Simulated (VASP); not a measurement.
# Si2W (P6_222) in VASP: further runs

The runs below take Si2W through single point, equation of state, with PBEsol, PBE.

Everything below comes from runs of VASP 6.6.1. Logs are shortened: lines on timing, memory, paths and dates and some standing lists are left out, and cuts for length are marked.

**1. The crystal as given**

The structure is hexagonal, space group P6_222 (No. 180). Conventional cell: a = 4.617 Å, b = 4.617 Å, c = 6.653 Å, α = 90.00°, β = 90.00°, γ = 120.00°. W (site symmetry 222) is surrounded by 10 Si at 2.59 to 2.69 Å. Around Si (site symmetry 2) lie 5 Si at 2.57 to 2.69 Å and 5 W at 2.59 to 2.69 Å.

Measurements of this composition are mostly on another form, of space group No. 139.

**2. Single point, PBEsol**

INCAR

```
SYSTEM = Si2W
PREC = Accurate
ENCUT = 520
EDIFF = 1E-7
ISMEAR = -1
SIGMA = 0.05
LREAL = .False.
LASPH = .True.
NELM = 100
ALGO = Normal
ISIF = 2
LWAVE = .False.
LCHARG = .True.
GGA = PS
LVHAR = .True.
NBANDS = 43
KPAR = 4
```

KPOINTS

```
Automatic mesh
0
Gamma
  7 7 4
  0 0 0
```

POSCAR

```
Si2W
1.0
    4.6168523821      0.0000000000      0.0000000000
   -2.3084261911      3.9983114484      0.0000000000
    0.0000000000      0.0000000000      6.6532220000
W Si
3 6
Direct
    0.5000000000      0.0000000000      0.5000000000
    0.5000000000      0.5000000000      0.8333333333
    0.0000000000      0.5000000000      0.1666666667
    0.3272520000      0.1636260000      0.1666666667
    0.8363740000      0.1636260000      0.8333333333
    0.1636260000      0.3272520000      0.5000000000
    0.6727480000      0.8363740000      0.1666666667
    0.1636260000      0.8363740000      0.8333333333
    0.8363740000      0.6727480000      0.5000000000
```

Potentials or basis: VASP PAW PBE potentials, release 64 (W_sv, Si).

Command:

```console
$ cat potpaw_PBE.64/W_sv/POTCAR potpaw_PBE.64/Si/POTCAR > POTCAR
$ mpirun -np 4 vasp_std > vasp.out
```

OUTCAR:

```text
SYSTEM = Si2W
   PREC = Accurate
   ENCUT = 520
   EDIFF = 1E-7
   ISMEAR = -1
   LREAL = .False.
   LASPH = .True.
   NELM = 100
   ISIF = 2
   GGA = PS

 ion  position               nearest neighbor table
   1  0.500  0.000  0.500-   5 2.59   8 2.59   7 2.59   4 2.59   6 2.65   9 2.65   9 2.65   6 2.65
                             6 2.69   9 2.69   3 3.20   3 3.20   2 3.20   2 3.20
   2  0.500  0.500  0.833-   6 2.59   9 2.59   7 2.59   4 2.59   8 2.65   5 2.65   8 2.65   5 2.65
                             8 2.69   5 2.69   1 3.20   1 3.20   3 3.20   3 3.20
   3  0.000  0.500  0.167-   6 2.59   9 2.59   8 2.59   5 2.59   4 2.65   7 2.65   7 2.65   4 2.65
                             7 2.69   4 2.69   1 3.20   1 3.20   2 3.20   2 3.20
   4  0.327  0.164  0.167-   6 2.57   8 2.57   1 2.59   2 2.59   7 2.62   3 2.65   3 2.65   3 2.69
                             7 2.69   7 2.69
   5  0.836  0.164  0.833-   6 2.57   7 2.57   1 2.59   3 2.59   8 2.62   2 2.65   2 2.65   2 2.69
                             8 2.69   8 2.69
   6  0.164  0.327  0.500-   5 2.57   4 2.57   2 2.59   3 2.59   9 2.62   1 2.65   1 2.65   1 2.69
                             9 2.69   9 2.69
   7  0.673  0.836  0.167-   9 2.57   5 2.57   1 2.59   2 2.59   4 2.62   3 2.65   3 2.65   3 2.69
                             4 2.69   4 2.69
   8  0.164  0.836  0.833-   9 2.57   4 2.57   1 2.59   3 2.59   5 2.62   2 2.65   2 2.65   2 2.69
                             5 2.69   5 2.69
   9  0.836  0.673  0.500-   8 2.57   7 2.57   2 2.59   3 2.59   6 2.62   1 2.65   1 2.65   1 2.69
                             6 2.69   6 2.69

  LATTYP: Found a hexagonal cell.
 ALAT       =     4.6168523821
 C/A-ratio  =     1.4410731488

  Lattice vectors:

 A1 = (   4.6168523821,   0.0000000000,   0.0000000000)
 A2 = (  -2.3084261911,   3.9983114484,   0.0000000000)
 A3 = (   0.0000000000,   0.0000000000,   6.6532220000)

Analysis of symmetry for initial positions (statically):
=====================================================================
 Subroutine PRICEL returns:
 Original cell was already a primitive cell.

 Routine SETGRP: Setting up the symmetry group for a
 hexagonal supercell.

 Subroutine GETGRP returns: Found 12 space group operations
 (whereof  4 operations were pure point group operations)
 out of a pool of 24 trial point group operations.

The static configuration has the point symmetry D_2 .
 The point group associated with its full space group is D_6 .

Analysis of symmetry for dynamics (positions and initial velocities):
=====================================================================
 Subroutine PRICEL returns:
 Original cell was already a primitive cell.

 Routine SETGRP: Setting up the symmetry group for a
 hexagonal supercell.

 Subroutine GETGRP returns: Found 12 space group operations
 (whereof  4 operations were pure point group operations)
 out of a pool of 24 trial point group operations.

The dynamic configuration has the point symmetry D_2 .
 The point group associated with its full space group is D_6 .

 Subroutine INISYM returns: Found 12 space group operations
 (whereof  4 operations are pure point group operations),
 and found     1 'primitive' translations

----------------------------------------------------------------------------------------

                                     Primitive cell

  volume of cell :     122.8159

  direct lattice vectors                    reciprocal lattice vectors
     4.616852382  0.000000000  0.000000000     0.216597785  0.125052790  0.000000000
    -2.308426191  3.998311448  0.000000000     0.000000000  0.250105579  0.000000000
     0.000000000  0.000000000  6.653222000     0.000000000  0.000000000  0.150303116

  length of vectors
     4.616852382  4.616852382  6.653222000     0.250105579  0.250105579  0.150303116

  position of ions in fractional coordinates (direct lattice)
     0.500000000  0.000000000  0.500000000
     0.500000000  0.500000000  0.833333333
     0.000000000  0.500000000  0.166666667
     0.327252000  0.163626000  0.166666667
     0.836374000  0.163626000  0.833333333
     0.163626000  0.327252000  0.500000000
     0.672748000  0.836374000  0.166666667
     0.163626000  0.836374000  0.833333333
     0.836374000  0.672748000  0.500000000

  ion indices of the primitive-cell ions
   primitive index   ion index
                 1           1
                 2           2
                 3           3
                 4           4
                 5           5
                 6           6
                 7           7
                 8           8
                 9           9

----------------------------------------------------------------------------------------

 KPOINTS: Automatic mesh

Automatic generation of k-mesh.
 Grid dimensions read from file:
 generate k-points for:    7    7    4

 Generating k-lattice:

  Cartesian coordinates                     Fractional coordinates (reciprocal lattice)
     0.030942541  0.017864684  0.000000000     0.142857143  0.000000000  0.000000000
     0.000000000  0.035729368  0.000000000     0.000000000  0.142857143  0.000000000
     0.000000000  0.000000000  0.037575779     0.000000000  0.000000000  0.250000000

  Length of vectors
     0.035729368  0.035729368  0.037575779

  Shift w.r.t. Gamma in fractional coordinates (k-lattice)
     0.000000000  0.000000000  0.000000000

 Subroutine IBZKPT returns following result:
 ===========================================

 Found     24 irreducible k-points:

 Following reciprocal coordinates:
            Coordinates               Weight
  0.000000  0.000000  0.000000      1.000000
  0.142857  0.000000  0.000000      6.000000
  0.285714  0.000000  0.000000      6.000000
  0.428571  0.000000  0.000000      6.000000
  0.142857  0.142857  0.000000      6.000000
  0.285714  0.142857  0.000000     12.000000
[... 16 lines left out ...]
  0.428571  0.142857  0.500000      6.000000
  0.285714  0.285714  0.500000      6.000000
   k-points           NKPTS =     24   k-points in BZ     NKDIM =     24   number of bands    NBANDS=     43
   number of dos      NEDOS =    301   number of ions     NIONS =      9
   total plane-waves  NPLWV =  64800
   dimension x,y,z NGX =    36 NGY =   36 NGZ =   50
   dimension x,y,z NGXF=    72 NGYF=   72 NGZF=  100
   ions per type =               3   6
   NGX,Y,Z   is equivalent  to a cutoff of  12.96, 12.96, 12.49 a.u.
   NGXF,Y,Z  is equivalent  to a cutoff of  25.93, 25.93, 24.99 a.u.
 SYSTEM =  Si2W
   PREC   = accura    normal or accurate (medium, high low for compatibility)
   ISTART =      0    job   : 0-new  1-cont  2-samecut
   ICHARG =      2    charge: 1-file 2-atom 10-const
   ISPIN  =      1    spin polarized calculation?
   LNONCOLLINEAR =      F non collinear calculations
   LSORBIT =      F    spin-orbit coupling
   LASPH  =      T    aspherical Exc in radial PAW
   ENCUT  =  520.0 eV  38.22 Ry    6.18 a.u.   8.58  8.58 12.37*2*pi/ulx,y,z
   NELM   =    100;   NELMIN=  2; NELMDL= -5     # of ELM steps
   EDIFF  = 0.1E-06   stopping-criterion for ELM
   LREAL  =      F    real-space projection
   EDIFFG = 0.1E-05   stopping-criterion for IOM
   NSW    =      0    number of steps for IOM
   IBRION =     -1    ionic relax: 0-MD 1-quasi-New 2-CG
   NFREE  =      0    steps in history (QN), initial steepest desc. (CG)
   ISIF   =      2    stress and relaxation
   ISYM   =      2    0-nonsym 1-usesym 2-fastsym
   POTIM  = 0.5000    time-step for ionic-motion
   TEBEG  =    0.0;   TEEND  =   0.0 temperature during run
   PSTRESS=    0.0 pullay stress
   NELECT =      66.0000    total number of electrons
   NUPDOWN=      -1.0000    fix difference up-down
   EMIN   =  10.00;   EMAX   =-10.00  energy-range for DOS
   EFERMI =   0.00;   METHOD = LEGACY
   ISMEAR =    -1;   SIGMA  =   0.05  broadening in eV -4-tet -1-fermi 0-gaus
   EFERMI_NEDOS =   21; number of points for ismear=-14 and -15
   IALGO  =     38    algorithm
   IMIX   =      4    mixing-type and parameters
     AMIX     =   0.40;   BMIX     =  1.00
     AMIX_MAG =   1.60;   BMIX_MAG =  1.00
  volume/ion in A,a.u.               =      13.65        92.09
  Fermi-wavevector in a.u.,A,eV,Ry     =   1.330979  2.515186 24.102797  1.771506
  Thomas-Fermi vector in A             =   2.460025
   LORBIT       =      0    0 simple, 1 ext, 2 COOP (PROOUT), +10 PAW based schemes
   GGA     = PS    functional components
   LHFCALC =     F    Hartree Fock is set to
   AEXX    =    0.0000 exact exchange contribution
   IVDW    =     0    specifies the selected vdW correction
   LEPSILON=     F    determine dielectric tensor
   LRPA    =     F    only Hartree local field effects (RPA)
 non-spin polarized calculation
  energy-cutoff  :      520.00
  volume of cell :      122.82
 maximum number of plane-waves:      3343
 NGX is ok and might be reduce to    36
   NGX = 17   NGY = 17   NGZ = 25

 number of electron      66.0000007 magnetization

 Free energy of the ion-electron system (eV)
  ---------------------------------------------------
  ext. energy  EPLUGINS =         0.00000000
  ---------------------------------------------------
  free energy    TOTEN  =       -79.26573194 eV

  energy without entropy =      -79.26250727  energy(sigma->0) =      -79.26411961

 E-fermi :  12.2637     XC(G=0): -12.5463

 val. band max:       12.1646332411   @ k =   0.4286   0.0000   0.5000
 cond. band min:      12.3861466007   @ k =   0.4286   0.0000   0.0000
 fundamental gap:      0.2215133596
 Fermi energy:        12.2636738336

 k-point     1 :       0.0000    0.0000    0.0000
  band No.  band energies     occupation
      1     -62.0392      2.00000
      2     -62.0274      2.00000
      3     -62.0274      2.00000
      4     -26.4038      2.00000
      5     -26.4003      2.00000
      6     -26.4003      2.00000
[... 35 lines left out ...]
     42      15.1231      0.00000
     43      15.5710      0.00000

 k-point     2 :       0.1429    0.0000    0.0000
  band No.  band energies     occupation
      1     -62.0386      2.00000
      2     -62.0278      2.00000
      3     -62.0273      2.00000
      4     -26.4217      2.00000
      5     -26.4060      2.00000
      6     -26.3877      2.00000
[... 35 lines left out ...]
     42      15.1684      0.00000
     43      15.8438      0.00000

 k-point     3 :       0.2857    0.0000    0.0000
  band No.  band energies     occupation
      1     -62.0372      2.00000
      2     -62.0292      2.00000
      3     -62.0273      2.00000
      4     -26.4374      2.00000
      5     -26.4159      2.00000
      6     -26.3858      2.00000
[... 35 lines left out ...]
     42      15.4335      0.00000
     43      15.9078      0.00000

 k-point     4 :       0.4286    0.0000    0.0000
  band No.  band energies     occupation
      1     -62.0355      2.00000
      2     -62.0309      2.00000
      3     -62.0273      2.00000
      4     -26.4457      2.00000
      5     -26.4225      2.00000
      6     -26.3864      2.00000
[... 863 lines left out ...]
     42      15.0588      0.00000
     43      15.3335      0.00000

 k-point    23 :       0.4286    0.1429    0.5000
  band No.  band energies     occupation
      1     -62.0351      2.00000
      2     -62.0308      2.00000
      3     -62.0277      2.00000
      4     -26.4403      2.00000
      5     -26.4225      2.00000
      6     -26.4095      2.00000
[... 35 lines left out ...]
     42      14.8997      0.00000
     43      15.4892      0.00000

 k-point    24 :       0.2857    0.2857    0.5000
  band No.  band energies     occupation
      1     -62.0351      2.00000
      2     -62.0304      2.00000
      3     -62.0282      2.00000
      4     -26.4375      2.00000
      5     -26.4213      2.00000
      6     -26.4202      2.00000
[... 35 lines left out ...]
     42      15.3729      0.00000
     43      15.4417      0.00000

------------------------ aborting loop because EDIFF is reached ----------------------------------------

  FORCE on cell =-STRESS in cart. coord.  units (eV):
  Direction    XX          YY          ZZ          XY          YZ          ZX
  --------------------------------------------------------------------------------------
  -------------------------------------------------------------------------------------
  Total       -4.0441278     -4.0441278     -4.1267411      0.0000000      0.0000000      0.0000000
  in kB      -52.7570892    -52.7570892    -53.8348100      0.0000000      0.0000000      0.0000000
  external PRESSURE =     -53.1163294 kB  Pullay stress =       0.0000000 kB

 VOLUME and BASIS-vectors are now :
 -----------------------------------------------------------------------------
  energy-cutoff  :      520.00
  volume of cell :      122.82
      direct lattice vectors                 reciprocal lattice vectors
     4.616852382  0.000000000  0.000000000     0.216597785  0.125052790  0.000000000
    -2.308426191  3.998311448  0.000000000     0.000000000  0.250105579  0.000000000
     0.000000000  0.000000000  6.653222000     0.000000000  0.000000000  0.150303116

 POSITION                                       TOTAL-FORCE (eV/Angst)
 -----------------------------------------------------------------------------------
      2.30843      0.00000      3.32661        -0.000000      0.000000      0.000000
      1.15421      1.99916      5.54435        -0.000000      0.000000      0.000000
     -1.15421      1.99916      1.10887        -0.000000      0.000000      0.000000
      1.13316      0.65423      1.10887         0.028712      0.016577     -0.000000
      3.48370      0.65423      5.54435        -0.028712      0.016577     -0.000000
     -0.00000      1.30846      3.32661        -0.000000      0.033154      0.000000
      1.17527      3.34408      1.10887        -0.028712     -0.016577      0.000000
     -1.17527      3.34408      5.54435         0.028712     -0.016577     -0.000000
      2.30843      2.68986      3.32661         0.000000     -0.033154      0.000000
 -----------------------------------------------------------------------------------
    total drift:                               -0.000000     -0.000000      0.000000

  FREE ENERGIE OF THE ION-ELECTRON SYSTEM (eV)
  ---------------------------------------------------
  free  energy   TOTEN  =       -79.2657319431 eV

  energy  without entropy=      -79.2625072684  energy(sigma->0) =      -79.26411961
```

Run time: 62 s. Hardware: 4 MPI ranks of Intel Xeon Platinum 8259CL at 2.50GHz (Skylake/Cascade Lake), shared host; peak memory 0.29 GiB.

What came out:

```yaml
Free_energy: -79.2657 eV
Pressure: -5.3 GPa
Largest_force: 0.033 eV/Å
Band_gap_on_the_k_mesh: 0.22 eV, indirect (least direct gap 0.68 eV)
```

Forces in eV/Å, atoms in the order of the input:
```
W    0.000  0.000  0.000
W    0.000  0.000  0.000
W    0.000  0.000  0.000
Si   0.029  0.017  0.000
Si  -0.029  0.017  0.000
Si   0.000  0.033  0.000
Si  -0.029 -0.017  0.000
Si   0.029 -0.017  0.000
Si   0.000 -0.033  0.000
```

Caveat: the PAW data sets were made with another functional, which shifts forces and pressure a little; spin-orbit coupling is left out, which moves the levels of the heavy elements; an odd mesh through Γ misses points on the zone boundary, where band edges often lie. As with any semilocal functional, this PBEsol gap is likely too small.

**3. Equation of state, PBEsol, 12.83 Å³/atom (volume scaled by 0.94)**

INCAR: that of step 2 with these lines changed.

```diff
@@ -12,5 +12,4 @@
 LWAVE = .False.
-LCHARG = .True.
+LCHARG = .False.
 GGA = PS
-LVHAR = .True.
 NBANDS = 43
```

KPOINTS is that of step 2.

POSCAR: that of step 2 with these lines changed.

```diff
@@ -2,5 +2,5 @@
 1.0
-    4.6168523821      0.0000000000      0.0000000000
-   -2.3084261911      3.9983114484      0.0000000000
-    0.0000000000      0.0000000000      6.6532220000
+    4.5226044595      0.0000000000      0.0000000000
+   -2.2613022298      3.9166903532      0.0000000000
+    0.0000000000      0.0000000000      6.5174038494
 W Si
```

Potentials or basis: VASP PAW PBE potentials, release 64 (W_sv, Si).

Command:

```console
$ cat potpaw_PBE.64/W_sv/POTCAR potpaw_PBE.64/Si/POTCAR > POTCAR
$ mpirun -np 4 vasp_std > vasp.out
```

It took 48 s on 4 MPI ranks of Intel Xeon Platinum 8259CL at 2.50GHz (Skylake/Cascade Lake), shared host; peak memory 0.28 GiB.

Results (log left out):

```
Free energy            : -79.1810 eV
Pressure               : 9.8 GPa
Largest force          : 0.004 eV/Å
Band gap on the k mesh : 0.22 eV, indirect (least direct gap 0.76 eV)
```

Caveat: the PAW data sets were made with another functional, which shifts forces and pressure a little; spin-orbit coupling is left out, which moves the levels of the heavy elements; an odd mesh through Γ misses points on the zone boundary, where band edges often lie.

**4. Equation of state, PBEsol, 13.10 Å³/atom (volume scaled by 0.96)**

INCAR is that of step 3.

KPOINTS is that of step 3.

POSCAR: that of step 3 with these lines changed.

```diff
@@ -2,5 +2,5 @@
 1.0
-    4.5226044595      0.0000000000      0.0000000000
-   -2.2613022298      3.9166903532      0.0000000000
-    0.0000000000      0.0000000000      6.5174038494
+    4.5544548361      0.0000000000      0.0000000000
+   -2.2772274181      3.9442735884      0.0000000000
+    0.0000000000      0.0000000000      6.5633025718
 W Si
```

Command:

```console
$ cat potpaw_PBE.64/W_sv/POTCAR potpaw_PBE.64/Si/POTCAR > POTCAR
$ mpirun -np 4 vasp_std > vasp.out
```

It took 58 s on 4 MPI ranks of Intel Xeon Platinum 8259CL at 2.50GHz (Skylake/Cascade Lake), shared host; peak memory 0.29 GiB.

The run converged. Its results:

```yaml
Free_energy: -79.2875 eV
Pressure: 4.2 GPa
Largest_force: 0.009 eV/Å
Band_gap_on_the_k_mesh: 0.22 eV, indirect (least direct gap 0.73 eV)
```

Caveat: the PAW data sets were made with another functional, which shifts forces and pressure a little; spin-orbit coupling is left out, which moves the levels of the heavy elements; an odd mesh through Γ misses points on the zone boundary, where band edges often lie.

**5. Equation of state, PBEsol, 13.37 Å³/atom (volume scaled by 0.98)**

INCAR is that of step 4.

KPOINTS is that of step 4.

POSCAR: that of step 4 with these lines changed.

```diff
@@ -2,5 +2,5 @@
 1.0
-    4.5544548361      0.0000000000      0.0000000000
-   -2.2772274181      3.9442735884      0.0000000000
-    0.0000000000      0.0000000000      6.5633025718
+    4.5858658620      0.0000000000      0.0000000000
+   -2.2929329311      3.9714763348      0.0000000000
+    0.0000000000      0.0000000000      6.6085681579
 W Si
```

Command:

```console
$ cat potpaw_PBE.64/W_sv/POTCAR potpaw_PBE.64/Si/POTCAR > POTCAR
$ mpirun -np 4 vasp_std > vasp.out
```

Run time: 55 s. Hardware: 4 MPI ranks of Intel Xeon Platinum 8259CL at 2.50GHz (Skylake/Cascade Lake), shared host; peak memory 0.29 GiB.

It converged, with:

* Free energy: -79.3129 eV
* Pressure: -0.8 GPa
* Largest force: 0.021 eV/Å
* Band gap on the k mesh: 0.22 eV, indirect (least direct gap 0.70 eV)

Caveat: the PAW data sets were made with another functional, which shifts forces and pressure a little; spin-orbit coupling is left out, which moves the levels of the heavy elements; an odd mesh through Γ misses points on the zone boundary, where band edges often lie.

[end of part 1 of 3]
